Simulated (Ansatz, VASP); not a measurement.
**FeO (Wuestite): VASP beside Ansatz**

File INCAR:

```
SYSTEM = FeO
  PREC = Accurate
  ENCUT = 600
  EDIFF = 1E-6
  ISMEAR = -1
  SIGMA = 0.05
  LREAL = .False.
  LASPH = .True.
  NELM = 100
  ALGO = Fast
  ISIF = 3
  LWAVE = .False.
  LCHARG = .False.
  ISPIN = 2
  MAGMOM = 3 0
  LORBIT = 11
  LMAXMIX = 4
  GGA = B5
  ALDAX = 1.0
  AGGAX = 1.0
  AGGAC = 1.0
  ALDAC = 0.0
  IBRION = 2
  NSW = 60
  EDIFFG = -0.02
```

The input KPOINTS:

```
Automatic mesh
0
Gamma
  8 8 8
  0 0 0
```

POSCAR

```
FeO
1.0
    0.0000000000      2.1554000000      2.1554000000
    2.1554000000      0.0000000000      2.1554000000
    2.1554000000      2.1554000000      0.0000000000
Fe O
1 1
Direct
    0.0000000000      0.0000000000      0.0000000000
    0.5000000000      0.5000000000      0.5000000000
```

input.yaml

```yaml
crystal:
  lattice:
    - [0.0, 2.1554, 2.1554]
    - [2.1554, 0.0, 2.1554]
    - [2.1554, 2.1554, 0.0]
  atoms:
    - { symbol: Fe, position: [0.0, 0.0, 0.0], spin: 3.0 }
    - { symbol: O, position: [0.5, 0.5, 0.5] }
hamiltonian:
  xc: blyp
  pseudopotentials: { kind: paw }
magnetization:
  spin_polarized: true
kpoints:
  mp_grid: { grid: [8, 8, 8] }
scf:
  occupations: { method: fermi_dirac, width: 0.05 }
output:
  forces: true
  stress: true
  eigenvalues: true
relax:
  f_tol: 0.01
  max_steps: 40
  cell: { stress_tol: 0.05 }
```

Alike in both runs: task relaxation of cell and atoms; functional BLYP; k mesh 8 × 8 × 8; occupations fermi-dirac, width 0.05 eV; collinear spin, ferromagnetic start.

```csv
,VASP,Ansatz
version,VASP 6.6.1,Ansatz 0.2.0
potentials or method,"VASP PAW PBE potentials, release 64 (Fe, O)",Ansatz PAW
plane-wave cutoff (eV),600,420
valence electrons in the cell,14,22
```

VASP gave:

| Property | Result |
| --- | --- |
| gap on the k mesh at the Fermi level, each at its own relaxed structure (eV) | none |
| net moment per atom (μB) | 2.00 |
| size of the moment on the site where the two differ most (μB) | 3.60 |
| relaxed volume (Å³/atom) | 10.40 |
| relaxed cell length with the largest relative difference (Å) | 3.087 |
| energy change over the relaxation (meV/atom) | -8 |

**Question.** Which values does Ansatz return?

**Answer.** gap on the k mesh at the Fermi level, each at its own relaxed structure (eV): none; net moment per atom (μB): 2.00; size of the moment on the site where the two differ most (μB): 3.45; relaxed volume (Å³/atom): 10.39; relaxed cell length with the largest relative difference (Å): 3.086; energy change over the relaxation (meV/atom): -8.

Site moments also hang on the region over which each program counts them. A gap of «none» marks a metal or a gap that the smearing closes. The two sets of potentials don't hold the same shells in valence.

Caveats: a cell with one magnetic atom can't hold antiferromagnetic order, which such compounds often take; semilocal functionals often make such compounds metallic where correlation or magnetic order opens a gap, which also shifts bond lengths; the PAW data sets were made with another functional, which shifts forces and pressure a little (VASP); the plane-wave basis is chosen anew once the cell has moved, so the energies of steps on either side of that aren't comparable (Ansatz); the pressure holds a Pulay correction of +0.8 GPa for the finite cutoff (Ansatz); the PAW data sets come from PBE, with cores solved anew for the run's functional, which leaves a small shift of forces and pressure (Ansatz). With open d or f shells a metallic result of BLYP can be an artefact of self-interaction; +U or a hybrid may open a gap. BLYP gives volumes clearly too large for solids.
